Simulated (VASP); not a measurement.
# Rb: restarted molecular dynamics, 2 variants

Rb, P1 (no. 1), 8 atoms in the cell. PBE, molecular dynamics; PAW potentials Rb_pv (PBE set).

| Restart from | Temperature at the end (K) | The same without a restart (K) | Potential energy at the end (eV/atom) | The same without a restart (eV/atom) | Electronic steps in the first step after the restart | Time (s) |
|---|---|---|---|---|---|---|
| CONTCAR with velocities, WAVECAR read | 1046.0 | 1046.0 | -0.69395 | -0.69395 | 4 | 378 |
| CONTCAR with velocities, no WAVECAR | 1046.0 | 1046.0 | -0.69395 | -0.69395 | 14 | 322 |

Limits: 180 fs of 8 atoms are too short for converged averages.

## Input of the first row

INCAR.step1:
```
  GGA = PE
  PREC = Normal
  ENCUT = 200
  EDIFF = 1E-6
  NELMIN = 4
  NELM = 60
  ALGO = Fast
  LREAL = Auto
  LASPH = True
  ISMEAR = -1
  SIGMA = 0.05
  ISYM = 0
  LWAVE = True
  LCHARG = False
  IBRION = 0
  NSW = 30
  POTIM = 3.0
  TEBEG = 1000
  ISIF = 2
  RANDOM_SEED = 770359 0 0
  MDALGO = 2
  SMASS = 0
  KPAR = 2
```

INCAR.step2, as INCAR.step1 but for:
```
- LWAVE = True
+ LWAVE = False
```

KPOINTS:
```
k-points
0
Monkhorst-Pack
  2 2 1
```

POSCAR.step1:
```
Rb
1.0
    8.1812498199      0.0000000000      0.0000000000
   -0.0574086054      8.2126368652      0.0000000000
   -3.9256425371     -4.1175700580     11.2445477916
Rb
8
Direct
    0.9329232600      0.1841610400      0.3762794600
    0.3090702400      0.0583782000      0.1249877800
    0.0651732900      0.8082069700      0.6222533500
    0.5598868800      0.3087070600      0.6264579600
    0.1854672400      0.4338656300      0.8751511400
    0.4407243100      0.6842852400      0.3746881300
    0.6869370400      0.9347040400      0.8766092500
    0.8132287500      0.5592068300      0.1252189500
```

Commands (each step's output is kept before the next begins):
```
cat potpaw_PBE.64/Rb_pv/POTCAR > POTCAR
cp INCAR.step1 INCAR
cp POSCAR.step1 POSCAR
mpirun -np 2 vasp_std > vasp.out
cp CONTCAR POSCAR
cp INCAR.step2 INCAR
mpirun -np 2 vasp_std > vasp.out
```

Changes of the last row against the first:
```
(step 1)
- LWAVE = True
+ LWAVE = False
```

VASP 6.6.1 took 378 s on 2 cores (Intel Xeon Platinum 8259CL @ 2.50GHz (Skylake/Cascade Lake)), a shared host.
